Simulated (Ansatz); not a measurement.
A relaxation computed with Ansatz, from input to last step.

```yaml
crystal:
  lattice:
    - [3.8321262791, 0.0, 0.0]
    - [-1.9160631395, 3.3187187082, 0.0]
    - [0.0, 0.0, 4.6665180616]
  atoms:
    - { symbol: Al, position: [0.0, 0.0, 0.0] }
    - { symbol: Al, position: [0.3333333333, 0.6666666667, 0.6461115221] }
    - { symbol: Al, position: [0.6666666667, 0.3333333333, 0.3538884779] }
    - { symbol: Ni, position: [0.3333333333, 0.6666666667, 0.1467826586] }
    - { symbol: Ni, position: [0.6666666667, 0.3333333333, 0.8532173414] }
basis:
  ecutwfc: 420
kpoints:
  mp_grid: { grid: [12, 12, 8] }
hamiltonian:
  xc: pbesol
scf:
  occupations: { method: gaussian, width: 0.1 }
output:
  forces: true
  stress: true
  eigenvalues: true
  write_density: true
  write_potential: true
  elf: true
  volumetric_format: npy
relax:
  adjacent_minimum: "off"
  f_tol: 0.01
  max_steps: 30
  cell: { stress_tol: 0.1, fix: [volume] }
```

```bash
ansatz run input.yaml --threads 1 --pin off --max-ram 2560MiB --backend cpu --events-out ev --progress --plain --runs-dir out
```

Method: DFT PBEsol, scalar-relativistic, plane waves, PAW in Ansatz.

The volume is held at 0.88 times that of the relaxed cell.

Of 4 frames 3 are shown, positions in Å and forces in eV/Å; the SCF threshold varies from step to step. Steps run on the plane waves of an earlier cell, with a Pulay correction in the pressure. The basis is chosen afresh for the last frame, the zero of the energies, and at times for earlier ones too; energy and pressure step there, also at an unchanged geometry. Spin polarisation was left out; whether the Ni atoms would carry moments isn't shown by this run.

```xyz
5
Lattice="3.8321 0.0000 0.0000 -1.9161 3.3187 0.0000 0.0000 0.0000 4.6665" Properties=species:S:1:pos:R:3:forces:R:3 pbc="T T T" step=1 free_energy_over_end_meV_per_atom=0.06 pressure_GPa=23.98
Al    0.0000    0.0000    0.0000    0.0000    0.0000    0.0000
Al    0.0000    2.2125    3.0151    0.0000    0.0000   -0.0608
Al    1.9161    1.1062    1.6514    0.0000    0.0000    0.0608
Ni    0.0000    2.2125    0.6850    0.0000    0.0000    0.0503
Ni    1.9161    1.1062    3.9816    0.0000    0.0000   -0.0503
5
Lattice="3.8314 0.0000 0.0000 -1.9157 3.3181 0.0000 0.0000 0.0000 4.6683" Properties=species:S:1:pos:R:3:forces:R:3 pbc="T T T" step=2 free_energy_over_end_meV_per_atom=0.02 pressure_GPa=23.96
Al    0.0000    0.0000    0.0000    0.0000    0.0000    0.0000
Al    0.0000    2.2121    3.0150    0.0000    0.0000   -0.0303
Al    1.9157    1.1060    1.6533    0.0000    0.0000    0.0303
Ni    0.0000    2.2121    0.6859    0.0000    0.0000    0.0307
Ni    1.9157    1.1060    3.9824    0.0000    0.0000   -0.0307
5
Lattice="3.8307 0.0000 0.0000 -1.9154 3.3175 0.0000 0.0000 0.0000 4.6700" Properties=species:S:1:pos:R:3:forces:R:3 pbc="T T T" step=4 free_energy_over_end_meV_per_atom=0.00 pressure_GPa=23.93
Al    0.0000    0.0000    0.0000    0.0000    0.0000    0.0000
Al    0.0000    2.2117    3.0149    0.0000    0.0000    0.0012
Al    1.9154    1.1058    1.6551    0.0000    0.0000   -0.0012
Ni    0.0000    2.2117    0.6873    0.0000    0.0000    0.0013
Ni    1.9154    1.1058    3.9826    0.0000    0.0000   -0.0013
```

Time: 63 s on 1 thread of Arm Neoverse V2 (shared host), peak memory 0.45 GiB.